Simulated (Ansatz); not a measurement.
Al₃Cu₂ films: biaxial stress and wafer bow

Plane-wave DFT in Ansatz, PBEsol, scalar-relativistic PAW potentials, cutoff 420 eV, no spin-orbit coupling; no spin polarisation. Al₃Cu₂ in space group P-3m1, which needn't be the usual phase of this composition, strained equally along a and b of the conventional cell, with c and the atoms relaxed within the symmetry (a film with c along the normal). Stress is the in-plane mean, tension positive.

| strain (%) | stress (GPa) | E − E(0) (meV/atom) |
| --- | --- | --- |
| -3.0 | -8.85 | 23.3 |
| -2.0 | -5.79 | 10.3 |
| -1.0 | -2.81 | 2.5 |
| +0.0 | 0.02 | 0.0 |
| +1.0 | ? | 2.4 |
| +2.0 | 4.61 | 8.9 |
| +3.0 | 6.53 | 19.1 |

Question: Fit the stress, get the biaxial modulus and predict the missing row.

Answer: A parabola through the given rows is σ = -0.06 + 2.577 ε -0.1241 ε² GPa (ε in %), so M = dσ/dε = 258 GPa at zero. It predicts 2.39 GPa at +1.0 %; the run gave 2.49 GPa. The miss is 0.10 GPa, so the fit holds. The negative square term means that the film is stiffer in compression than in tension. The energies check it: E/V = Mε² at small strain, and a cubic fit with V = 14.50 Å³/atom gives M = 260 GPa, in agreement.

Question: How much does a 20 nm film at +0.5 % strain bow a 300 mm Si(001) wafer 775 μm thick?

Answer: The fit, without its small constant, gives σ = 1.26 GPa. Stoney's formula, κ = 6σt_f/(M_s t_s²) with M_s = 180.5 GPa for Si(001) (literature), gives |κ| = 1.39×10⁻³ m⁻¹ and a bow κr²/2 = 15.7 μm at r = 150 mm, with the film side concave (tension pulls the edges up). This assumes a single-crystal or fully textured, unrelaxed film at 0 K.

The cell has no gap in any row, so the stresses hang on mesh and smearing.

Cost: about 15 core-minutes for the runs cited, on Arm Neoverse N1 (shared hosts).